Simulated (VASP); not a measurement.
**Rb: single point with r2SCAN**

Crystal: Rb.

```
Rb
1.0
     0.00000    3.62835    3.62835
     3.62835    0.00000    3.62835
     3.62835    3.62835    0.00000
Rb
1
Cartesian
  0.0000 0.0000 0.0000
```

The cell was built by a generator and needn't be a form met in nature.

```json
{
  "Program": "VASP 6.6.1",
  "Task": "single point",
  "Functional": "r2SCAN",
  "Potentials or basis": "VASP PAW PBE potentials, release 64 (Rb_sv)",
  "Cutoff": "520 eV",
  "k mesh": "10 × 10 × 10",
  "Occupations": "gaussian, width 0.05 eV",
  "Spin": "no spin polarisation"
}
```

```
Pressure               : 0.0 GPa
Band gap on the k mesh : none (metal or under the smearing width)
```

Levels at points of the mesh, in eV from the Fermi level:
| k point | band 1 | band 2 | band 3 | band 4 | band 5 | band 6 | band 7 | band 8 | band 9 | band 10 |
| --- | --- | --- | --- | --- | --- | --- | --- | --- | --- | --- |
| (0.00, 0.00, 0.00) | -30.06 | -13.55 | -13.55 | -13.55 | -1.99 | 4.01 | 4.01 | 4.01 | 5.42 | 5.42 |
| (0.50, 0.00, 0.00) | -30.05 | -13.63 | -13.56 | -13.56 | 0.31 | 0.59 | 3.76 | 3.76 | 6.00 | 6.13 |
| (0.50, 0.50, 0.00) | -30.05 | -13.63 | -13.58 | -13.58 | 0.77 | 1.41 | 2.05 | 4.76 | 4.76 | 5.53 |

Wall time 4.9 min on 1 thread of Intel(R) Xeon(R) Platinum 8175M CPU @ 2.50GHz (Skylake/Cascade Lake), with other jobs on the host, peak memory 0.26 GiB.

Caveat: the PAW data sets were made with another functional, which shifts forces and pressure a little.
